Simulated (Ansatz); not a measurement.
## Hg under changes of volume

One of the cells (27.649 Å³/atom); the others are scaled copies at fixed shape and fractional positions:

```xyz
3
Lattice="3.3206 0.0000 0.0000 -1.4721 3.0761 0.0000 -0.9583 -1.3973 8.1206" Properties=species:S:1:pos:R:3 pbc="T T T"
Hg    0.0000    0.0000    0.0000
Hg    0.3568   -0.1334    5.3981
Hg    0.5333    1.8123    2.7225
```

- Program: Ansatz 0.2.0
- Functional: PBE
- Potentials or basis: Ansatz PAW
- Cutoff: 420 eV (not typed: the program's choice for these potentials)
- k mesh: 9 × 9 × 4
- Occupations: fermi-dirac, width 0.05 eV
- Spin: no spin polarisation

```tsv
volume (Å³/atom)	energy over the lowest point (meV/atom)	pressure (GPa)	largest force (eV/Å)
25.990	17.10	1.7	0.041
26.543	12.15	1.3	0.037
27.096	8.47	0.9	0.032
27.649	5.64	0.7	0.027
28.202	?	?	?
28.755	1.50	0.4	0.015
29.308	0.00	0.3	0.011
```

Q: What does the run at 28.202 Å³/atom give?

A: Energy over the lowest point 3.39 meV/atom; pressure 0.6 GPa; largest force 0.021 eV/Å.

Worked out: A Birch-Murnaghan fit of order 3 (a polynomial in V^(-2/3)) to the other rows has no minimum within the range. It gives 3.36 meV/atom at 28.202 Å³/atom, against the run's 3.39, and -dE/dV = 0.6 GPa, against 0.6.

Energies are extrapolated to zero smearing.
